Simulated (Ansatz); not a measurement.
Runs of Ansatz 0.2.0 on Pt. It takes space group Im-3m (No. 229, cubic). The conventional cell has a = 3.168 Å, b = 3.168 Å, c = 3.168 Å, α = 90.00°, β = 90.00°, γ = 90.00°. Pt (site symmetry m-3m) is surrounded by 8 Pt at 2.74 Å. This isn't the form of Pt at room conditions, which is fcc.

```tsv
task	level	potentials or basis	k mesh	cutoff (eV)	smearing	basis error allowed	pressure (GPa)
single point	LDA	all-electron LAPW, scalar-relativistic	12 × 12 × 12	277	gaussian 0.05 eV	0.001 eV/atom	(a)
band structure	LDA	all-electron LAPW, scalar-relativistic	12 × 12 × 12	277	fermi-dirac 0.05 eV	0.001 eV/atom	-16.1
band structure	PBEsol	all-electron PAW datasets made for the crystal	12 × 12 × 12	280	fermi-dirac 0.05 eV	-	-11.2
band structure	PBEsol	all-electron LAPW, scalar-relativistic	9 × 9 × 9	277	fermi-dirac 0.05 eV	0.001 eV/atom	-11.6
```

Alike in all rows: no spin polarisation; cell as given.

**Question.** Fill in the values left out.

**Answer.** (a) -16.2.

Caveats: so large a pressure means that the cell lies far from this level's equilibrium, or that cutoff or potentials fall short (some runs); the k mesh is thin for a metal, which can move the energy by tens of meV per atom (some runs).

Not every run made on this cell is shown here.
